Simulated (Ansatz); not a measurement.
All numbers below come from DFT PBE, scalar-relativistic, plane waves, PAW (Ansatz). Settings: cutoff 420 eV, Γ-centred meshes spaced at most about 0.3 Å⁻¹, and about 0.25 Å⁻¹ or finer for metals (2π included), Gaussian smearing. No spin polarisation in the final relaxations.

Temperature and zero-point effects are left out.

Two forms of NiO were relaxed alike.

A. Space group P4_2/mmc (No. 131), tetragonal, a = 2.830 Å, c = 5.010 Å. Ni has 4 O at 1.89 Å; O has 4 Ni at 1.89 Å.

B. Space group P4/mmm (No. 123), tetragonal, a = 2.688 Å, c = 3.240 Å. Ni has 4 O at 1.90 Å; around O lie 4 Ni at 1.90 Å.

Question: Which is lower in energy, and by how much?

Answer: A is lower, by 0.40 eV/atom. A has space group P4_2/mmc (No. 131), 10.0 Å³/atom and no gap on its mesh; B has space group P4/mmm (No. 123), 11.7 Å³/atom and no gap. Both come from invented guesses. The part of the Crystallography Open Database at hand lists NiO in space group No. 225, which no cell shown has.

Weakly bound directions are ill-defined at this level, which has no dispersion term (P4/mmm), and this can change margins and order among such cells. In such compounds of Ni a zero gap at this level may well be an artefact, since no Hubbard U is applied. Trial moments died out on the coarse mesh in P4_2/mmc and P4/mmm; another magnetic start might hold. Cells relaxed within their symmetry can be saddle points.
